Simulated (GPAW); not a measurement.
Runs of GPAW 26.7.0 on ZnS. It takes space group F-43m (No. 216, cubic). Conventional cell: a = 5.404 Å, b = 5.404 Å, c = 5.404 Å, α = 90.00°, β = 90.00°, γ = 90.00°. Zn (site symmetry -43m) has 4 S at 2.34 Å as nearest neighbours. S (site symmetry -43m) has 4 Zn at 2.34 Å as nearest neighbours. 

```csv
task,level,potentials or basis,cell,k mesh,cutoff (eV),smearing,maxiter,convergence,supercell,supercell k mesh,displacement,other keys,mesh quality,gap on the mesh (eV),pressure (GPa)
electron localisation function,PBEsol,"PAW data sets generated in the run's folder for this functional, pw",as given,5 × 5 × 5,510,fermi-dirac 0.01 eV,150,-,-,-,-,-,coarse,1.97,(a)
gruneisen,PBE+D3(op),"GPAW PAW data sets (gpaw-data 1.2.1), pw",relaxed,9 × 9 × 9,510,fermi-dirac 0.05 eV,80,density=1e-06 eigenstates=1e-09,1 × 1 × 1,9 × 9 × 9,0.02,"several, not listed",not flagged,2.18,0.0
electron localisation function,OLYP,"PAW data sets generated in the run's folder for this functional, pw",as given,5 × 5 × 5,510,fermi-dirac 0.01 eV,150,-,-,-,-,-,coarse,2.60,(b)
single point,HSE03,"GPAW PAW data sets (gpaw-data 1.2.1), pw",as given,4 × 4 × 4,450,fermi-dirac 0.05 eV,60,-,-,-,-,-,coarse,3.30,-
```

Alike in all rows: no spin polarisation.

Estimate the missing entries.

(a) -2.0; (b) 4.9.

Caveats: some runs use coarse meshes; the cutoff is short for stress and forces, so pressures can be off by a GPa or more (some runs); the density grid can change from cell to cell, which puts small steps into energies and stress (some runs); the LO-TO splitting is left out (some runs); exact exchange converges slowly with the k mesh, and this mesh is small (some runs); the PAW data sets were made with another functional, which shifts forces and pressure a little (some runs).

